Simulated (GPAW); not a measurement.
# A GW chain in GPAW: LiCl (Fm-3m)

Wanted: ground state, empty states, screening and self-energy for LiCl (Fm-3m).

Program: GPAW 26.7.0. Level of theory: LDA and many-body steps on it, plane waves. Results are calculated unless marked as measured.

Most raw output is cut from this account.

## Step 1: Starting point

It takes space group Fm-3m (No. 225, cubic). The conventional cell has a = 5.143 Å, b = 5.143 Å, c = 5.143 Å, α = 90.00°, β = 90.00°, γ = 90.00°. Nearest to Li lie 6 Cl at 2.57 Å. Cl has 6 Li at 2.57 Å nearest. Farther neighbours and most contacts between anions are not listed.

The cell and positions come from the Crystallography Open Database and are kept as given unless a step says otherwise.

## Step 2: Ground state

This step: GPAW 26.7.0; DFT, LDA, plane waves, PAW.

The ground-state density comes first.

File run.py:

```python
import json
import numpy as np
from gpaw.mpi import world
from ase import Atoms
from gpaw import GPAW, PW, FermiDirac

atoms = Atoms(['Li', 'Cl'],
    cell=[[0.0000000000, 2.5715000000, 2.5715000000],
      [2.5715000000, 0.0000000000, 2.5715000000],
      [2.5715000000, 2.5715000000, 0.0000000000]],
    scaled_positions=[[0.0000000000, 0.0000000000, 0.0000000000],
      [0.5000000000, 0.5000000000, 0.5000000000]],
    pbc=(True, True, True))
calc = GPAW(mode=PW(600),
    xc='LDA',
    kpts={'size': (8, 8, 8), 'gamma': True},
    occupations=FermiDirac(0.001),
    nbands=-7,
    convergence={'density': 1e-6, 'bands': -3},
    maxiter=100,
    txt='gs.txt')
atoms.calc = calc
res = {'energy': atoms.get_potential_energy()}
kpts = calc.get_ibz_k_points()
res['kpts'] = kpts
res['eigenvalues'] = [calc.get_eigenvalues(kpt=k) for k in range(len(kpts))]
res['n_electrons'] = calc.get_number_of_electrons()
calc.write('gs.gpw')

if world.rank == 0:
    with open('result.json', 'w') as f:
        json.dump(res, f, default=lambda x: x.tolist())
```

Launch:

```
> mpirun -n 4 gpaw python run.py
```

Wall time 11 s (4 MPI ranks of Intel Xeon Platinum 8259CL at 2.50GHz (Skylake/Cascade Lake), shared host); peak memory 0.62 GiB.

Numbers from this step:

```yaml
total_energy: -8.020 eV
gap: 5.941 eV
k_of_the_valence_top: 0, 0, 0
k_of_the_conduction_bottom: 0, 0, 0
least_direct_gap: 5.941 eV
```

The gap is direct, at Γ.

## Step 3: Bands along the symmetry lines

Levels along a band path, at the cheap level, show where the edges lie and whether the meshes to come will hold them.

File run.py:

```python
import json
import numpy as np
from gpaw.mpi import world
from gpaw import GPAW

path = [[0.000000, 0.000000, 0.000000],
    [0.062500, 0.000000, 0.062500],
    [0.125000, 0.000000, 0.125000],
    [0.187500, 0.000000, 0.187500],
    [0.250000, 0.000000, 0.250000],
    [0.312500, 0.000000, 0.312500],
    [0.375000, 0.000000, 0.375000],
    [0.437500, 0.000000, 0.437500],
    [0.500000, 0.000000, 0.500000],
    [0.515625, 0.031250, 0.515625],
    [0.531250, 0.062500, 0.531250],
    [0.546875, 0.093750, 0.546875],
    [0.562500, 0.125000, 0.562500],
    [0.578125, 0.156250, 0.578125],
    [0.593750, 0.187500, 0.593750],
    [0.609375, 0.218750, 0.609375],
    [0.625000, 0.250000, 0.625000],
    [0.375000, 0.375000, 0.750000],
    [0.328125, 0.328125, 0.656250],
    [0.281250, 0.281250, 0.562500],
    [0.234375, 0.234375, 0.468750],
    [0.187500, 0.187500, 0.375000],
    [0.140625, 0.140625, 0.281250],
    [0.093750, 0.093750, 0.187500],
    [0.046875, 0.046875, 0.093750],
    [0.000000, 0.000000, 0.000000],
    [0.062500, 0.062500, 0.062500],
    [0.125000, 0.125000, 0.125000],
    [0.187500, 0.187500, 0.187500],
    [0.250000, 0.250000, 0.250000],
    [0.312500, 0.312500, 0.312500],
    [0.375000, 0.375000, 0.375000],
    [0.437500, 0.437500, 0.437500],
    [0.500000, 0.500000, 0.500000],
    [0.500000, 0.468750, 0.531250],
    [0.500000, 0.437500, 0.562500],
    [0.500000, 0.406250, 0.593750],
    [0.500000, 0.375000, 0.625000],
    [0.500000, 0.343750, 0.656250],
    [0.500000, 0.312500, 0.687500],
    [0.500000, 0.281250, 0.718750],
    [0.500000, 0.250000, 0.750000],
    [0.500000, 0.218750, 0.718750],
    [0.500000, 0.187500, 0.687500],
    [0.500000, 0.156250, 0.656250],
    [0.500000, 0.125000, 0.625000],
    [0.500000, 0.093750, 0.593750],
    [0.500000, 0.062500, 0.562500],
    [0.500000, 0.031250, 0.531250],
    [0.500000, 0.000000, 0.500000]]
calc = GPAW('gs.gpw').fixed_density(kpts=path,
    symmetry='off',
    nbands=14,
    convergence={'bands': 10},
    txt='bands.txt')
res = {}
kpts = calc.get_ibz_k_points()
res['kpts'] = kpts
res['eigenvalues'] = [calc.get_eigenvalues(kpt=k) for k in range(len(kpts))]
res['n_electrons'] = calc.get_number_of_electrons()

if world.rank == 0:
    with open('result.json', 'w') as f:
        json.dump(res, f, default=lambda x: x.tolist())
```

Launch:

```
> mpirun -n 4 gpaw python run.py
```

Run time: 13 s. Hardware: 4 MPI ranks; peak memory 0.65 GiB.

This step gave:

| Property | Result |
| --- | --- |
| gap | 5.936 eV |
| k of the valence top | 0.0938, 0.0938, 0.1875 |
| k of the conduction bottom | 0, 0, 0 |
| least direct gap | 5.941 eV |

The gap is 5.936 eV, −0.005 eV from the run before at this level.

The electronic bands at the labelled points (eV, zero at the top of the highest filled band; v1 is the highest filled band, c1 the lowest empty one):

| point | v4 | v3 | v2 | v1 | c1 | c2 | c3 | c4 |
| --- | --- | --- | --- | --- | --- | --- | --- | --- |
| Γ | -13.33 | -0.01 | -0.01 | -0.01 | 5.94 | 11.61 | 11.61 | 11.61 |
| halfway | -12.95 | -1.55 | -0.61 | -0.61 | 8.19 | 9.24 | 9.37 | 12.14 |
| X | -12.50 | -2.96 | -1.13 | -1.13 | 7.56 | 7.99 | 12.03 | 13.69 |
| halfway | -12.50 | -2.85 | -1.36 | -1.05 | 7.67 | 8.43 | 11.74 | 12.74 |
| U | -12.53 | -2.54 | -1.82 | -0.85 | 7.75 | 9.62 | 11.07 | 11.37 |
| jump to K | -12.53 | -2.54 | -1.82 | -0.85 | 7.75 | 9.62 | 11.07 | 11.37 |
| halfway | -12.94 | -1.76 | -0.89 | -0.09 | 7.57 | 9.76 | 9.99 | 10.53 |
| Γ | -13.33 | -0.01 | -0.01 | -0.01 | 5.94 | 11.61 | 11.61 | 11.61 |
| halfway | -13.06 | -1.62 | -0.14 | -0.14 | 6.84 | 10.33 | 10.33 | 10.63 |
| L | -12.75 | -2.87 | -0.25 | -0.25 | 6.38 | 9.14 | 9.14 | 12.58 |
| halfway | -12.63 | -2.60 | -1.34 | -0.59 | 7.85 | 8.98 | 10.18 | 11.39 |
| W | -12.51 | -2.17 | -2.17 | -1.08 | 9.23 | 9.75 | 10.09 | 10.09 |
| halfway | -12.50 | -2.75 | -1.47 | -1.10 | 8.03 | 8.64 | 11.45 | 11.77 |
| X | -12.50 | -2.96 | -1.13 | -1.13 | 7.56 | 7.99 | 12.03 | 13.69 |

## Step 4: Empty states on the mesh, 6×6×6 mesh, 515 bands

The sums over transitions need many empty states on a uniform mesh; this step solves for them.

File run.py:

```python
import json
import numpy as np
from gpaw.mpi import world
from gpaw import GPAW

calc = GPAW('gs.gpw').fixed_density(kpts={'size': (6, 6, 6), 'gamma': True},
    parallel={'domain': 1, 'band': 1},
    txt='nscf.txt')
calc.diagonalize_full_hamiltonian(nbands=515)
calc.write('full.gpw', mode='all')
res = {}
kpts = calc.get_ibz_k_points()
res['kpts'] = kpts
res['eigenvalues'] = [calc.get_eigenvalues(kpt=k) for k in range(len(kpts))]
res['n_electrons'] = calc.get_number_of_electrons()

if world.rank == 0:
    with open('result.json', 'w') as f:
        json.dump(res, f, default=lambda x: x.tolist())
```

Launch:

```
> mpirun -n 4 gpaw python run.py
```

Elapsed: 22 s, on 4 MPI ranks; peak memory 1.2 GiB.

This step gave:

| Property | Result |
| --- | --- |
| gap | 5.941 eV |
| k of the valence top | 0, 0, 0 |
| k of the conduction bottom | 0, 0, 0 |
| least direct gap | 5.941 eV |
| k points computed | 16 |
| lowest point of the top converged band, above the valence top | 331.7225 eV |

On this mesh the gap is 5.941 eV.

## Step 5: Screening and self-energy, 6×6×6 mesh, 235 bands, screening to 210 eV

Now the one-shot GW correction: screening in the RPA, then the self-energy of the levels asked for.

This step: G0W0 on LDA, plane waves, PAW.

File run.py:

```python
import json
import numpy as np
from gpaw.mpi import world
from gpaw.response.g0w0 import G0W0

gw = G0W0('full.gpw',
    filename='gw',
    kpts=[0],
    bands=(2, 6),
    ecut=210,
    nbands=235,
    integrate_gamma='WS',
    ppa=True)
gw.calculate()
res = {mode: {k: v for k, v in r.items() if k != 'sigma_eskwn'}
       for mode, r in gw.all_results.items()}

if world.rank == 0:
    with open('result.json', 'w') as f:
        json.dump(res, f, default=lambda x: x.tolist())
```

Launch:

```
> mpirun -n 4 gpaw python run.py
```

Wall time 7 min (4 MPI ranks); peak memory 1.1 GiB; 28 min of CPU time.

Numbers from this step:

* G0W0 gap on the points computed: 8.715 eV
* least direct G0W0 gap on the computed points: 8.715 eV
* Z at the valence top: 0.8040
* Z at the conduction bottom: 0.8463
* starting gap on the mesh: 5.941 eV
* k of the valence top: 0, 0, 0
* k of the conduction bottom: 0, 0, 0

The gap on the mesh goes from 5.94 eV to 8.71 eV, a correction of +2.77 eV.

Limits: finite bands, cutoff and mesh. v1 is the top filled band, c1 the lowest empty one. The levels before and after the correction (eV, zero at the valence-band top of each column):

|  | conduction bottom | valence top |
| --- | --- | --- |
| Kohn-Sham | 5.94 | 0.00 |
| G0W0 | 8.71 | 0.00 |

|  | level | energy (eV) |
| --- | --- | --- |
| Kohn-Sham | Γ v2-v1 | 0.000 |
| Kohn-Sham | Γ c1 | 5.941 |
| Kohn-Sham | Γ c2 | 11.616 |
| G0W0 | Γ v2-v1 | 0.000 |
| G0W0 | Γ c1 | 8.715 |
| G0W0 | Γ c2 | 14.743 |

## Step 6: Where the time went

Times are wall times on 4 MPI ranks of Intel Xeon Platinum 8259CL at 2.50GHz (Skylake/Cascade Lake), shared host. The host was busy with other work, so they are no guide to cost.

| step | time | share | memory (GiB) |
| --- | --- | --- | --- |
| ground state | 11 s | 2 % | 0.62 |
| bands along the symmetry lines | 13 s | 3 % | 0.65 |
| empty states on the mesh | 22 s | 5 % | 1.2 |
| screening and self-energy | 7 min | 90 % | 1.1 |

## Step 7: Summary of results

```json
{
  "LDA gap": "5.94 eV, indirect (only 5 meV under the direct gap)",
  "G0W0 gap on the mesh": "8.71 eV",
  "GW settings": "6×6×6 mesh, 235 bands, screening to 210 eV, Godby-Needs plasmon pole",
  "known limits": "not at the basis limit"
}
```

G0W0 moves the gap on the mesh from 5.94 eV to 8.71 eV (+2.77 eV), with Z of 0.80 and 0.85 at the edges. Only 1 of the mesh's irreducible points was corrected, so a valley elsewhere could overtake. The dearest step here is «screening and self-energy». Bands and cutoff are finite, so the gap is not at the basis limit. The miss can reach some tenths of an eV and take either sign; the mesh is an error of its own. These stock PAW sets were not made for GW. In the G0W0 run levels were corrected at 1 k point alone, so a gap called «on the mesh» is the least over those, and an edge elsewhere would be missed.

[Paths, hosts, dates, memory and timing lines, banners, echoed tables and standing remarks are left out of the program output.]

[Logs are printed without paths, hosts, clocks, repeated set-up lines and the standing remarks that a program may print on its own settings, such as how far it seeks lower states.]

[Runs of the session that timed out or met a known fault of the program may be left out.]

[Hosts, paths, dates, database ids (printed as entryN), source tags and the programs' standing remarks are cut or masked in the printed files.]
